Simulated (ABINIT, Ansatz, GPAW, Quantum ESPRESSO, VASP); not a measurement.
TiTe2: 6 runs at one level of theory

```xyz
3
Lattice="3.7770 0.0000 0.0000 -1.8885 3.2710 0.0000 0.0000 0.0000 6.4980" Properties=species:S:1:pos:R:3 pbc="T T T"
Te    0.0320    2.1613    4.8209
Te    1.8824    1.1056    1.7366
Ti   -0.0044   -0.0006    0.0156
```

Atoms were shifted at random by some hundredths of an Å from the given cell, which wasn't relaxed again for these runs.

Alike in all runs: task single point; functional PBE; k mesh 8 × 8 × 4; occupations fermi-dirac, width 0.05 eV; no spin polarisation; no spin-orbit coupling. A missing gap at this level doesn't show that the real crystal is a metal. Pressure is positive in compression and, in plane waves, holds the error of the finite cutoff, which Ansatz's Pulay term estimates and takes out.

```
                        program and potentials  plane-wave cutoff (eV)                                                                         notes  band gap (eV)  pressure (GPa)  largest force (eV/Å)  energy over the undisturbed cell (meV/atom)
     Quantum ESPRESSO, SSSP 1.3 efficiency PBE                     748                                        8 valence electrons an atom on average         no gap            1.03                 0.201                                         1.67
         Ansatz, Ansatz PAW (earlier soft set)                     420  14.67 valence electrons an atom on average; Pulay term of +0.03 GPa included         no gap            0.97                 0.187                                         1.63
Ansatz, all-electron LAPW, scalar-relativistic                       -                                                                             -         no gap            0.96                 0.187                                            -
         VASP, PBE PAW files Te, Ti_sv, 520 eV                     520                                        8 valence electrons an atom on average         no gap            0.95                 0.193                                            -
    GPAW, GPAW PAW data sets (gpaw-data 1.2.1)                     600                                        8 valence electrons an atom on average         no gap            0.61                 0.186                                         1.62
                      ABINIT, JTH PAW PBE v2.0                     408                                        8 valence electrons an atom on average         no gap            1.14                 0.202                                         1.65
```

Force on atom 1 (Te), eV/Å:

| program and potentials | x | y | z |
| --- | --- | --- | --- |
| Quantum ESPRESSO, SSSP 1.3 efficiency PBE | -0.132 | 0.084 | -0.127 |
| Ansatz, Ansatz PAW (earlier soft set) | -0.130 | 0.083 | -0.107 |
| Ansatz, all-electron LAPW, scalar-relativistic | -0.130 | 0.083 | -0.106 |
| VASP, PBE PAW files Te, Ti_sv, 520 eV | -0.130 | 0.083 | -0.116 |
| GPAW, GPAW PAW data sets (gpaw-data 1.2.1) | -0.129 | 0.082 | -0.105 |
| ABINIT, JTH PAW PBE v2.0 | -0.130 | 0.083 | -0.130 |

None finds a gap. The pressure spans 0.61 (GPAW, GPAW PAW data sets (gpaw-data 1.2.1)) to 1.14 GPa (ABINIT, JTH PAW PBE v2.0), with all-electron results at 0.96.

The functional is the same throughout but for its coding, so the spread measures potentials, basis and numerics; runs on potential files found faulty are left out.
